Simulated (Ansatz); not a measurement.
# HfO2: the cost of one run

Method: DFT PBEsol, scalar-relativistic, plane waves, PAW, in Ansatz 0.2.0.

9 further runs of the same task are left out: 9 set aside as unsound or not needed.

## 1. Starting point

It takes space group Fm-3m (No. 225, cubic). Conventional cell: a = 5.044 Å, b = 5.044 Å, c = 5.044 Å, α = 90.00°, β = 90.00°, γ = 90.00°. Hf (site symmetry m-3m) has 8 O at 2.18 Å as nearest neighbours. Around O (site symmetry -43m) lie 4 Hf at 2.18 Å.

Structure file:

```xyz
3
Lattice="0.0000 2.5221 2.5221 2.5221 0.0000 2.5221 2.5221 2.5221 0.0000" Properties=species:S:1:pos:R:3 pbc="T T T"
Hf    0.0000    0.0000    0.0000
O     1.2610    1.2610    1.2610
O     3.7831    3.7831    3.7831
```

This cell was relaxed beforehand with the same method: volume 10.69 Å³/atom, gap on the mesh 3.69 eV.

## 2. The scan

The energy is mapped over two normal modes frozen in (zone-centre modes of the cell shown, which folds in the wave vector (0, 1/2, 1/2) of the primitive cell).

First coordinate, amplitude of mode 1 (219i cm⁻¹), largest displacement: 11 values from −0.404 Å. Second coordinate, amplitude of mode 5 (97 cm⁻¹), largest displacement: 11 values from −0.121 Å.

Nothing else is relaxed (the cell and all other modes fixed). Energies count from the relaxed high-symmetry cell. Points are written as (first, second).

The modes come from a phonon run on the reference cell, made beforehand.

The patterns, per unit of each coordinate (Å):

| atom | x1 | y1 | z1 | x2 | y2 | z2 |
| --- | --- | --- | --- | --- | --- | --- |
| Hf1 | 0.000 | 0.000 | 0.000 | 0.000 | 1.000 | 0.000 |
| Hf2 | 0.000 | 0.000 | 0.000 | 0.000 | -1.000 | 0.000 |
| O3 | 1.000 | 0.000 | 0.000 | 0.000 | 0.000 | -0.040 |
| O4 | -1.000 | 0.000 | 0.000 | 0.000 | 0.000 | 0.040 |
| O5 | 1.000 | 0.000 | 0.000 | 0.000 | 0.000 | -0.040 |
| O6 | -1.000 | 0.000 | 0.000 | 0.000 | 0.000 | 0.040 |

## 3. Point (−0.404 Å, −0.048 Å)

input.yaml reads:

```yaml
crystal:
  lattice:
    - [0.0, -2.5220673945, -2.5220673945]
    - [0.0, 2.5220673945, -2.5220673945]
    - [5.044134789, 0.0, 0.0]
  atoms:
    - { symbol: Hf, position: [0.0095953027, -0.0095953027, 0.0] }
    - { symbol: Hf, position: [0.4904046973, 0.5095953027, 0.5] }
    - { symbol: O, position: [-0.0003817119, 0.4996182881, 0.6699069777] }
    - { symbol: O, position: [0.5003817119, 0.0003817119, 0.3300930223] }
    - { symbol: O, position: [-0.0003817119, 0.4996182881, 0.1699069777] }
    - { symbol: O, position: [0.5003817119, 0.0003817119, 0.8300930223] }
basis:
  ecutwfc: 520.0
kpoints:
  mp_grid: { grid: [6, 6, 6] }
hamiltonian:
  xc: pbesol
  pseudopotentials: { kind: paw, azcp: { folder: soft_1 } }
scf:
  occupations: { method: gaussian, width: 0.05 }
output:
  forces: true
  stress: true
  eigenvalues: true
```

Launch:

```bash
> ansatz run input.yaml --threads 2 --pin off --max-ram 4096MiB --backend cpu --events-out ev --progress --plain --runs-dir out
```

**Question.** How long does this run take on 2 threads of Arm Neoverse N1, shared host, and how much memory does it need?

About 22 s, with a peak of 0.48 GiB.
